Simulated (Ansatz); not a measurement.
## Li under changes of volume

One of the cells (21.609 Å³/atom); the others are scaled copies at fixed shape and fractional positions:

```
Li
1.0
    -1.75465    1.75465    1.75465
     1.75465   -1.75465    1.75465
     1.75465    1.75465   -1.75465
Li
1
Direct
  0.00000 0.00000 0.00000
```

```yaml
Program: Ansatz 0.2.0
Functional: PBE
Potentials_or_basis: PseudoDojo standard (PBE files)
Cutoff: 1007 eV
Density_cutoff: 4027 eV
k_mesh: 11 × 11 × 11
Occupations: fermi-dirac, width 0.05 eV
Spin: no spin polarisation
```

```csv
volume (Å³/atom),energy over the lowest point (meV/atom),pressure (GPa)
20.312,0.00,0.0
20.744,0.47,-0.3
21.177,1.67,-0.6
21.609,?,?
22.041,5.99,-1.0
22.473,9.00,-1.2
22.905,12.51,-1.4
```

Task: What does the run at 21.609 Å³/atom give?

Result: Energy over the lowest point 3.53 meV/atom; pressure -0.8 GPa.

Worked out: A Birch-Murnaghan fit of order 3 (a polynomial in V^(-2/3)) to the other rows has its minimum at 20.27 Å³/atom, just outside them, with B0 = V·E''(V) = 14.0 GPa and B' = 3.4. It gives 3.53 meV/atom at 21.609 Å³/atom, against the run's 3.53, and -dE/dV = -0.8 GPa, against -0.8.

Energies are extrapolated to zero smearing.
